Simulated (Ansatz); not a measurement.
**TiO2: a line through a two-coordinate scan**

One line of a two-coordinate grid on TiO2 (I4_1/amd, No. 141; 6 atoms in the cell): lattice constant c is varied, at lattice constant a (and b) = 3.754 Å.

Computed with Ansatz 0.2.0 (DFT PBE+U, scalar-relativistic, plane waves, PAW, unless a step's input says otherwise).

15 further runs of the same task are left out: 15 set aside as unsound or not needed.

**1. The starting structure**

Symmetry: I4_1/amd, No. 141, tetragonal system. The conventional cell has a = 3.818 Å, b = 3.818 Å, c = 9.778 Å, α = 90.00°, β = 90.00°, γ = 90.00°. Ti (site symmetry -4m2) has 6 O at 1.96 to 2.01 Å as nearest neighbours. O (site symmetry 2mm) is surrounded by 3 Ti at 1.96 to 2.01 Å.

Structure file:

```cif
data_structure
_symmetry_space_group_name_H-M 'P 1'
_symmetry_Int_Tables_number 1
_cell_length_a 5.5846
_cell_length_b 5.5846
_cell_length_c 5.5846
_cell_angle_alpha 140.026
_cell_angle_beta 140.026
_cell_angle_gamma 57.814
_cell_volume 71.25
loop_
_atom_site_label
_atom_site_type_symbol
_atom_site_fract_x
_atom_site_fract_y
_atom_site_fract_z
_atom_site_occupancy
Ti1 Ti 0.00000 0.00000 0.00000 1
Ti2 Ti 0.75000 0.25000 0.50000 1
O1 O 0.20527 0.20527 0.00000 1
O2 O 0.95527 0.45527 0.50000 1
O3 O 0.54473 0.04473 0.50000 1
O4 O 0.79473 0.79473 0.00000 1
```

This cell was relaxed beforehand with the same method: volume 11.88 Å³/atom, gap on the mesh 2.65 eV.

**2. Plan of the line**

The energy is mapped over the lattice constants a and c of the conventional cell.

The axes are (1) lattice constant a (and b): 7 values from 3.627 to 4.009 Å; (2) lattice constant c: 7 values from 8.995 to 10.560 Å.

Nothing else is relaxed (fractional coordinates fixed). Energies count from the relaxed crystal. Points are written as (first, second).

**3. The run at (3.754 Å, 8.995 Å)**

File input.yaml:

```yaml
crystal:
  lattice:
    - [-1.87705, 1.87705, 4.4977]
    - [1.87705, -1.87705, 4.4977]
    - [1.87705, 1.87705, -4.4977]
  atoms:
    - { symbol: Ti, position: [0.0, 0.0, 0.0] }
    - { symbol: Ti, position: [0.75, 0.25, 0.5] }
    - { symbol: O, position: [0.2052682436, 0.2052682436, 0.0] }
    - { symbol: O, position: [0.9552682436, 0.4552682436, 0.5] }
    - { symbol: O, position: [0.5447317564, 0.0447317564, 0.5] }
    - { symbol: O, position: [0.7947317564, 0.7947317564, 0.0] }
basis:
  ecutwfc: 520.0
kpoints:
  mp_grid: { grid: [8, 8, 8] }
hamiltonian:
  xc: pbe
  hubbard: { sites: [{ species: Ti, l: d, u_eff: 4.0 }] }
scf:
  occupations: { method: gaussian, width: 0.05 }
output:
  forces: true
  stress: true
  eigenvalues: true
```

Launch:

```sh
> ansatz run input.yaml --threads 2 --pin off --max-ram 4096MiB --backend cpu --events-out ev --progress --plain --runs-dir out
```

The program printed (excerpt; [...] marks lines left out):

```text
Warning: RAYON_NUM_THREADS=2 ignored (pool sized by the plan → 2); use --threads N
Ti: projections on atomic orbitals take those of the free atom [Ne] 3s2 3p6 3d2 4s2, of charge +0.00 (hamiltonian.pseudopotentials.projection_atoms); the dataset's partial waves leave at most 4.1e-7 of an orbital's norm unspanned inside its sphere
O: projections on atomic orbitals take those of the free atom [He] 2s2 2p4, of charge +0.00 (hamiltonian.pseudopotentials.projection_atoms); the dataset's partial waves leave at most 1.9e-8 of an orbital's norm unspanned inside its sphere
[...]
Pseudopotentials: kind: paw
Pseudopotential: Ti, paw, valence charge 12, recommended cutoff 420 eV (normal), Ti.paw.azcp
Pseudopotential: O, paw, valence charge 6, recommended cutoff 420 eV (normal), O.paw.azcp
Functional definition: PBE
[...]
Crystal: 6 atoms, lattice volume = 63.387 Å³
Basis set: ecut = 520 eV, 1677 PW (Γ), exchange–correlation on 80×80×80 points (8 copies of the dense FFT grid, shifted against one another)
Bands: 30, of which v1, the nominal top of the filled ones, is band 24 counted from 1 (23 counted from 0)
Symmetry: 16 space group operations
Space group: I41/amd (ITA 141), of the structure as read, at distance tolerance 4.0e-5 Å
k-points: 59 of 512
[...]
SCF iter   1: F=—  HF=-7271.309686 eV  |F-HF|=—  |Δ(HF+E_count)|=         —  Δρ=1.06e-1  dr2=7.16e0  ethr=3.10e-3  ⟨swp⟩=5.8  Hψ=7231  notcnv=0
[...]
SCF iter   9: F=-7269.925530 eV  HF=-7269.925530 eV  |F-HF|=2.71e-9  |Δ(HF+E_count)|=   1.08e-8  Δρ=2.90e-6  dr2=3.07e-9  ethr=2.08e-10  ⟨swp⟩=9.9  Hψ=7516  notcnv=0
[...]
SCF converged after 9 iterations
Free energy (F): -7269.925530 eV
[...]
E sigma→0 (E₀):  -7269.925530 eV
Fermi energy:    9.929923 eV
[...]
--- Forces (eV/Å), atoms counted from 1 ---
  atom   1  Ti     0.00000000     0.00000000     0.00000000
  atom   2  Ti     0.00000000     0.00000000     0.00000000
  atom   3  O      0.00000000     0.00000000     2.26993720
  atom   4  O      0.00000000    -0.00000000     2.26993720
  atom   5  O     -0.00000000     0.00000000    -2.26993720
  atom   6  O     -0.00000000     0.00000000    -2.26993720
[...]
--- Stress (GPa, compression-positive) ---
       22.454436       0.000000       0.000000
        0.000000      22.454436       0.000000
        0.000000       0.000000      53.906941
  P = ⅓ Tr σ = 32.9386 GPa (329.386 kbar)
--- Band table (eV; the first three rows and the last of 59) ---
[...]
Occupation matrices written to <dir>
```

Run time: 20 s. Hardware: 2 threads of Intel Xeon at 2.50GHz (Skylake/Cascade Lake), shared host; peak memory 0.58 GiB.

Energy on the map's scale: 158 meV/atom.

**4. The run at (3.754 Å, 9.256 Å)**

Changes to input.yaml since step 3:

```diff
@@ -2,5 +2,5 @@
   lattice:
-    - [-1.87705, 1.87705, 4.4977]
-    - [1.87705, -1.87705, 4.4977]
-    - [1.87705, 1.87705, -4.4977]
+    - [-1.87705, 1.87705, 4.62805]
+    - [1.87705, -1.87705, 4.62805]
+    - [1.87705, 1.87705, -4.62805]
   atoms:
```

Launch:

```sh
> ansatz run input.yaml --threads 2 --pin off --max-ram 4096MiB --backend cpu --events-out ev --progress --plain --runs-dir out
```

The program printed (excerpt; [...] marks lines left out):

```text
[...]
SCF converged after 9 iterations
Free energy (F): -7270.417104 eV
[...]
E sigma→0 (E₀):  -7270.417104 eV
Fermi energy:    9.540360 eV
[...]
--- Forces (eV/Å), atoms counted from 1 ---
  atom   1  Ti     0.00000000    -0.00000000     0.00000000
  atom   2  Ti     0.00000000    -0.00000000     0.00000000
  atom   3  O      0.00000000     0.00000000     1.26362480
  atom   4  O     -0.00000000    -0.00000000     1.26362480
  atom   5  O      0.00000000    -0.00000000    -1.26362480
  atom   6  O      0.00000000    -0.00000000    -1.26362480
[...]
--- Stress (GPa, compression-positive) ---
       17.291808       0.000000      -0.000000
        0.000000      17.291808       0.000000
        0.000000      -0.000000      32.790587
  P = ⅓ Tr σ = 22.4581 GPa (224.581 kbar)
--- Band table (eV; the first three rows and the last of 59) ---
[...]
Occupation matrices written to <dir>
```

It took 21 s on 2 threads of Intel Xeon at 2.50GHz (Skylake/Cascade Lake), shared host; peak memory 0.56 GiB.

Energy on the map's scale: 77 meV/atom.

**5. Point (3.754 Å, 9.778 Å)**

Changes to input.yaml since step 4:

```diff
@@ -2,5 +2,5 @@
   lattice:
-    - [-1.87705, 1.87705, 4.62805]
-    - [1.87705, -1.87705, 4.62805]
-    - [1.87705, 1.87705, -4.62805]
+    - [-1.87705, 1.87705, 4.8887928505]
+    - [1.87705, -1.87705, 4.8887928505]
+    - [1.87705, 1.87705, -4.8887928505]
   atoms:
```

Launch:

```sh
> ansatz run input.yaml --threads 2 --pin off --max-ram 4096MiB --backend cpu --events-out ev --progress --plain --runs-dir out
```

The program printed (excerpt; [...] marks lines left out):

```text
[...]
SCF converged after 9 iterations
Free energy (F): -7270.816139 eV
[...]
E sigma→0 (E₀):  -7270.816139 eV
Fermi energy:    8.837831 eV
[...]
--- Forces (eV/Å), atoms counted from 1 ---
  atom   1  Ti     0.00000000     0.00000000     0.00000000
  atom   2  Ti     0.00000000     0.00000000     0.00000000
  atom   3  O      0.00000000     0.00000000    -0.02264970
  atom   4  O      0.00000000     0.00000000    -0.02264970
  atom   5  O     -0.00000000     0.00000000     0.02264970
  atom   6  O      0.00000000    -0.00000000     0.02264970
[...]
--- Stress (GPa, compression-positive) ---
        8.457883       0.000000       0.000000
        0.000000       8.457883       0.000000
        0.000000      -0.000000       4.651565
  P = ⅓ Tr σ = 7.1891 GPa (71.891 kbar)
--- Band table (eV; the first three rows and the last of 59) ---
[...]
Occupation matrices written to <dir>
```

Wall time 18 s (2 threads of Intel Xeon at 2.50GHz (Skylake/Cascade Lake), shared host); peak memory 0.58 GiB.

That is 10 meV/atom from the zero.

**6. Grid point (3.754 Å, 10.038 Å)**

Changes to input.yaml since step 5:

```diff
@@ -2,5 +2,5 @@
   lattice:
-    - [-1.87705, 1.87705, 4.8887928505]
-    - [1.87705, -1.87705, 4.8887928505]
-    - [1.87705, 1.87705, -4.8887928505]
+    - [-1.87705, 1.87705, 5.01915]
+    - [1.87705, -1.87705, 5.01915]
+    - [1.87705, 1.87705, -5.01915]
   atoms:
```

Launch:

```sh
> ansatz run input.yaml --threads 2 --pin off --max-ram 4096MiB --backend cpu --events-out ev --progress --plain --runs-dir out
```

The program printed (excerpt; [...] marks lines left out):

```text
Warning: RAYON_NUM_THREADS=2 ignored (pool sized by the plan → 2); use --threads N
[...]
Ti: projections on atomic orbitals take those of the free atom [Ne] 3s2 3p6 3d2 4s2, of charge +0.00 (hamiltonian.pseudopotentials.projection_atoms); the dataset's partial waves leave at most 4.1e-7 of an orbital's norm unspanned inside its sphere
O: projections on atomic orbitals take those of the free atom [He] 2s2 2p4, of charge +0.00 (hamiltonian.pseudopotentials.projection_atoms); the dataset's partial waves leave at most 1.9e-8 of an orbital's norm unspanned inside its sphere
[...]
[... 4 set-up lines as earlier in the session ...]
[...]
Crystal: 6 atoms, lattice volume = 70.736 Å³
[...]
SCF iter   9: F=-7270.815402 eV  HF=-7270.815402 eV  |F-HF|=3.78e-8  |Δ(HF+E_count)|=   1.19e-7  Δρ=5.84e-6  dr2=2.93e-8  ethr=2.08e-10  ⟨swp⟩=8.8  Hψ=8478  notcnv=0
[...]
SCF converged after 9 iterations
Free energy (F): -7270.815402 eV
[...]
E sigma→0 (E₀):  -7270.815402 eV
Fermi energy:    8.510525 eV
[...]
--- Forces (eV/Å), atoms counted from 1 ---
  atom   1  Ti    -0.00000000    -0.00000000     0.00000000
  atom   2  Ti     0.00000000     0.00000000     0.00000000
  atom   3  O      0.00000000     0.00000000    -0.40128388
  atom   4  O      0.00000000     0.00000000    -0.40128388
  atom   5  O      0.00000000     0.00000000     0.40128388
  atom   6  O      0.00000000     0.00000000     0.40128388
[...]
--- Stress (GPa, compression-positive) ---
        4.693492       0.000000       0.000000
        0.000000       4.693492      -0.000000
       -0.000000       0.000000      -4.322530
  P = ⅓ Tr σ = 1.6882 GPa (16.882 kbar)
--- Band table (eV; the first three rows and the last of 59) ---
[...]
Occupation matrices written to <dir>
```

Wall time 16 s (2 threads of Intel Xeon at 2.50GHz (Skylake/Cascade Lake), shared host); peak memory 0.59 GiB.

That is 10 meV/atom from the zero.

**7. Changed: mp_grid.shift [0.5, 0.5, 0.5]**

Changes to input.yaml since step 6:

```diff
@@ -15,3 +15,3 @@
 kpoints:
-  mp_grid: { grid: [8, 8, 8] }
+  mp_grid: { grid: [8, 8, 8], shift: [0.5, 0.5, 0.5] }
 hamiltonian:
@@ -23,3 +23,3 @@
   forces: true
+  eigenvalues: true
   stress: true
-  eigenvalues: true
```

Launch:

```sh
> ansatz run input.yaml --threads 2 --pin off --max-ram 4096MiB --backend cpu --events-out ev --progress --plain --runs-dir out
```

The program printed (excerpt; [...] marks lines left out):

```text
Warning: RAYON_NUM_THREADS=2 ignored (pool sized by the plan → 2); use --threads N
[...]
Ti: projections on atomic orbitals take those of the free atom [Ne] 3s2 3p6 3d2 4s2, of charge +0.00 (hamiltonian.pseudopotentials.projection_atoms); the dataset's partial waves leave at most 4.1e-7 of an orbital's norm unspanned inside its sphere
O: projections on atomic orbitals take those of the free atom [He] 2s2 2p4, of charge +0.00 (hamiltonian.pseudopotentials.projection_atoms); the dataset's partial waves leave at most 1.9e-8 of an orbital's norm unspanned inside its sphere
[...]
[... 4 set-up lines as earlier in the session ...]
[...]
Crystal: 6 atoms, lattice volume = 70.736 Å³
[...]
SCF iter   9: F=-7270.815397 eV  HF=-7270.815397 eV  |F-HF|=3.81e-8  |Δ(HF+E_count)|=   1.17e-7  Δρ=5.91e-6  dr2=3.00e-8  ethr=2.08e-10  ⟨swp⟩=8.9  Hψ=8068  notcnv=0
[...]
SCF converged after 9 iterations
Free energy (F): -7270.815397 eV
[...]
E sigma→0 (E₀):  -7270.815397 eV
Fermi energy:    8.506030 eV
[...]
--- Forces (eV/Å), atoms counted from 1 ---
  atom   1  Ti    -0.00000000     0.00000000     0.00000000
  atom   2  Ti     0.00000000     0.00000000     0.00000000
  atom   3  O     -0.00000000    -0.00000000    -0.40128584
  atom   4  O      0.00000000     0.00000000    -0.40128584
  atom   5  O      0.00000000    -0.00000000     0.40128584
  atom   6  O     -0.00000000    -0.00000000     0.40128584
[...]
--- Stress (GPa, compression-positive) ---
        4.693544      -0.000000       0.000000
       -0.000000       4.693544       0.000000
        0.000000       0.000000      -4.322234
  P = ⅓ Tr σ = 1.6883 GPa (16.883 kbar)
--- Band table (eV; the first three rows and the last of 56) ---
[...]
Occupation matrices written to <dir>
```

Wall time 18 s (2 threads of Intel Xeon at 2.50GHz (Skylake/Cascade Lake), shared host); peak memory 0.57 GiB.

| run | ending | energy change | pressure (GPa) | gap (eV) | force (eV/Å) | cycles | time |
| --- | --- | --- | --- | --- | --- | --- | --- |
| step 6 | converged | 0 | 1.7 | 2.66 | 0.40 | 9 | 16 s |
| variant | converged | 0.0 meV/atom | 1.7 | 2.68 | 0.40 | 9 | 18 s |

Changing the k-point mesh hardly moves the energy: 0.0 meV/atom.

**8. The run at (3.754 Å, 10.299 Å)**

Changes to input.yaml since step 6:

```diff
@@ -2,5 +2,5 @@
   lattice:
-    - [-1.87705, 1.87705, 5.01915]
-    - [1.87705, -1.87705, 5.01915]
-    - [1.87705, 1.87705, -5.01915]
+    - [-1.87705, 1.87705, 5.14955]
+    - [1.87705, -1.87705, 5.14955]
+    - [1.87705, 1.87705, -5.14955]
   atoms:
```

Launch:

```sh
> ansatz run input.yaml --threads 2 --pin off --max-ram 4096MiB --backend cpu --events-out ev --progress --plain --runs-dir out
```

The program printed (excerpt; [...] marks lines left out):

```text
Warning: RAYON_NUM_THREADS=2 ignored (pool sized by the plan → 2); use --threads N
[...]
Ti: projections on atomic orbitals take those of the free atom [Ne] 3s2 3p6 3d2 4s2, of charge +0.00 (hamiltonian.pseudopotentials.projection_atoms); the dataset's partial waves leave at most 4.1e-7 of an orbital's norm unspanned inside its sphere
O: projections on atomic orbitals take those of the free atom [He] 2s2 2p4, of charge +0.00 (hamiltonian.pseudopotentials.projection_atoms); the dataset's partial waves leave at most 1.9e-8 of an orbital's norm unspanned inside its sphere
[...]
[... 4 set-up lines as earlier in the session ...]
[...]
Crystal: 6 atoms, lattice volume = 72.574 Å³
[...]
SCF iter   9: F=-7270.726300 eV  HF=-7270.726300 eV  |F-HF|=5.06e-8  |Δ(HF+E_count)|=   3.17e-7  Δρ=5.95e-6  dr2=3.03e-8  ethr=2.08e-10  ⟨swp⟩=8.8  Hψ=8420  notcnv=0
[...]
SCF converged after 9 iterations
Free energy (F): -7270.726300 eV
[...]
E sigma→0 (E₀):  -7270.726300 eV
Fermi energy:    8.196613 eV
[...]
--- Forces (eV/Å), atoms counted from 1 ---
  atom   1  Ti     0.00000000    -0.00000000     0.00000000
  atom   2  Ti     0.00000000     0.00000000     0.00000000
  atom   3  O      0.00000000     0.00000000    -0.65276493
  atom   4  O      0.00000000     0.00000000    -0.65276493
  atom   5  O      0.00000000     0.00000000     0.65276493
  atom   6  O      0.00000000     0.00000000     0.65276493
[...]
--- Stress (GPa, compression-positive) ---
        1.295337       0.000000       0.000000
        0.000000       1.295337       0.000000
       -0.000000      -0.000000     -10.851065
  P = ⅓ Tr σ = -2.7535 GPa (-27.535 kbar)
--- Band table (eV; the first three rows and the last of 59) ---
[...]
Occupation matrices written to <dir>
```

It took 19 s on 2 threads of Intel Xeon at 2.50GHz (Skylake/Cascade Lake), shared host; peak memory 0.59 GiB.

Energy on the map's scale: 25 meV/atom.

**9. Grid point (3.754 Å, 10.560 Å)**

Changes to input.yaml since step 8:

```diff
@@ -2,5 +2,5 @@
   lattice:
-    - [-1.87705, 1.87705, 5.14955]
-    - [1.87705, -1.87705, 5.14955]
-    - [1.87705, 1.87705, -5.14955]
+    - [-1.87705, 1.87705, 5.2799]
+    - [1.87705, -1.87705, 5.2799]
+    - [1.87705, 1.87705, -5.2799]
   atoms:
```

Launch:

```sh
> ansatz run input.yaml --threads 2 --pin off --max-ram 4096MiB --backend cpu --events-out ev --progress --plain --runs-dir out
```

The program printed (excerpt; [...] marks lines left out):

```text
Warning: RAYON_NUM_THREADS=2 ignored (pool sized by the plan → 2); use --threads N
[...]
Ti: projections on atomic orbitals take those of the free atom [Ne] 3s2 3p6 3d2 4s2, of charge +0.00 (hamiltonian.pseudopotentials.projection_atoms); the dataset's partial waves leave at most 4.1e-7 of an orbital's norm unspanned inside its sphere
O: projections on atomic orbitals take those of the free atom [He] 2s2 2p4, of charge +0.00 (hamiltonian.pseudopotentials.projection_atoms); the dataset's partial waves leave at most 1.9e-8 of an orbital's norm unspanned inside its sphere
[...]
[... 4 set-up lines as earlier in the session ...]
[...]
Crystal: 6 atoms, lattice volume = 74.411 Å³
[...]
SCF iter   9: F=-7270.573882 eV  HF=-7270.573882 eV  |F-HF|=6.85e-8  |Δ(HF+E_count)|=   6.47e-7  Δρ=6.08e-6  dr2=3.03e-8  ethr=2.08e-10  ⟨swp⟩=8.7  Hψ=8447  notcnv=0
[...]
SCF converged after 9 iterations
Free energy (F): -7270.573882 eV
[...]
E sigma→0 (E₀):  -7270.573882 eV
Fermi energy:    7.895265 eV
[...]
--- Forces (eV/Å), atoms counted from 1 ---
  atom   1  Ti     0.00000000    -0.00000000     0.00000000
  atom   2  Ti    -0.00000000     0.00000000     0.00000000
  atom   3  O     -0.00000000     0.00000000    -0.80453847
  atom   4  O      0.00000000    -0.00000000    -0.80453847
  atom   5  O     -0.00000000     0.00000000     0.80453847
  atom   6  O      0.00000000    -0.00000000     0.80453847
[...]
--- Stress (GPa, compression-positive) ---
       -1.782637       0.000000       0.000000
        0.000000      -1.782637       0.000000
       -0.000000      -0.000000     -15.452100
  P = ⅓ Tr σ = -6.3391 GPa (-63.391 kbar)
--- Band table (eV; the first three rows and the last of 59) ---
[...]
Occupation matrices written to <dir>
```

It took 20 s on 2 threads of Intel Xeon at 2.50GHz (Skylake/Cascade Lake), shared host; peak memory 0.6 GiB.

That is 50 meV/atom from the zero.

**10. Results**

```
lattice constant c (Å)  step  energy (meV/atom)  slope (meV/atom per Å)  pressure (GPa)  band gap on the k-mesh (eV)  largest force on an atom (eV/Å)
                 8.995     3                158                    −395            32.9                         3.00                             2.27
                 9.256     4                 77                    −240            22.5                         2.92                             1.26
                 9.517     –                 30                    −123            14.0                         2.83                             0.52
                 9.778     5                 10                     −34             7.2                         2.74                             0.02
                10.038     6                 10                      32             1.7                         2.66                             0.40
                10.299     8                 25                      80            −2.8                         2.59                             0.65
                10.560     9                 50                     113            −6.3                         2.52                             0.81
```

Energies count from the relaxed crystal. Rows without a step come from runs not printed here or follow by symmetry. Slopes come from the forces (and the stress, where the cell changes), not from differences of energies.

| run | outcome |
| --- | --- |
| step 7, run with mp_grid.shift [0.5, 0.5, 0.5] (against step 6) | 0.0 meV/atom |

The lowest point of the line is at 9.778 Å, 10 meV/atom from the zero. Energies and slopes round the minimum, fitted together, put the minimum at 9.9027 Å, with a curvature of about 250 meV/atom per Å². The highest point computed, at 8.995 Å, lies 148 meV/atom above the lowest. This is one cut through a surface in two coordinates; the map's lowest point lies off it.
